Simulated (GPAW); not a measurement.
The system is MnS.

```
CELL_PARAMETERS angstrom
0.00000 2.47346 2.47346
2.47346 0.00000 2.47346
2.47346 2.47346 0.00000
ATOMIC_POSITIONS crystal
Mn 0.00000 0.00000 0.00000
S 0.75000 0.75000 0.75000
```

The cell is a database's computed one.

Base run:

```yaml
Program: GPAW 26.7.0
Functional: PBEsol
Potentials_or_basis: PAW data sets generated in the run's folder for this functional
Cutoff: 600 eV
Basis: pw
k_mesh: 9 × 9 × 9
Occupations: fermi-dirac, width 0.05 eV
Spin: collinear spin, ferromagnetic start
Starting_moments: "[4.0, 0.0] μB"
```

Its results: pressure -2.3 GPa; net moment 0.22 μB per cell; site moments Mn +0.21; S -0.00 μB.

Task: The run is repeated on the same cell with these changes: functional from PBEsol to LDA; potentials or basis from PAW data sets generated in the run's folder for this functional to the program's PAW data sets (release 1.2.1) made for this functional. What comes out?

Result: Pressure -7.2 GPa; net moment 0.12 μB per cell; site moments Mn +0.11; S -0.00 μB.

Caveats: the moment fell far below its start of 4 μB, so a state of higher moment may lie lower in energy.

Not every run made on this cell is shown here.
